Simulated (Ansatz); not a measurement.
## Convergence notes, G0W0 on KBr (rocksalt)

KBr in the rocksalt structure, relaxed with r2SCAN; one-shot G0W0 in Ansatz without spin-orbit coupling. The values are computed, spin-unpolarised, and not measurements.

```xyz
2
Lattice="0.0000 3.3022 3.3022 3.3022 0.0000 3.3022 3.3022 3.3022 0.0000" Properties=species:S:1:pos:R:3 pbc="T T T"
K     0.0000    0.0000    0.0000
Br    3.3022    3.3022    3.3022
```

Gaps are read over the mesh points alone. G0W0 values are finite-basis, finite-mesh values.
```tsv
start	potentials	frequency model	mesh	empty bands	screening cutoff (eV)	Kohn-Sham gap (eV)	G0W0 gap (eV)
PBE	PAW	contour deformation	4×4×4	163	100	4.43	6.85
PBE	PAW	contour deformation	4×4×4	394	180	4.43	7.03
PBE	PAW	contour deformation	4×4×4	766	260	4.43	7.08
HSE06	PAW	contour deformation	4×4×4	394	180	5.60	7.59
r2SCAN	PAW	contour deformation	4×4×4	394	180	5.07	7.35
PBE0	PAW	contour deformation	4×4×4	394	180	6.31	7.81
PBE	PAW	Godby-Needs pole	4×4×4	394	180	4.43	7.02
PBE	PAW	contour deformation	6×6×6	117	80	4.43	6.76
PBE	norm-conserving	contour deformation	4×4×4	394	180	4.43	6.96
```

G0W0 moves the gap on the mesh from 4.43 eV (PBE) to 7.08 eV (direct at Γ). Renormalisation factors Z lie between 0.80 and 0.86.

Raising bands and cutoff together moves the gap by +0.18 eV (100 to 180 eV), then +0.05 eV (180 to 260 eV); the last step is still large, so the basis limit isn't reached. Starting from HSE06 (5.60 eV against PBE's 4.43 eV) gives 7.59 eV, +0.56 eV from G0W0@PBE at the same screening cutoff. Starting from r2SCAN (5.07 eV against PBE's 4.43 eV) gives 7.35 eV, +0.32 eV from G0W0@PBE at the same screening cutoff. Starting from PBE0 (6.31 eV against PBE's 4.43 eV) gives 7.81 eV, +0.78 eV from G0W0@PBE at the same screening cutoff. The Godby-Needs plasmon pole differs from contour deformation by -0.01 eV. Norm-conserving potentials (wave cutoff 850 eV against 420 eV) shift the quasiparticle gap by -0.07 eV and the PBE gap by 0.00 eV. r2SCAN runs take a wave cutoff of 500 eV.
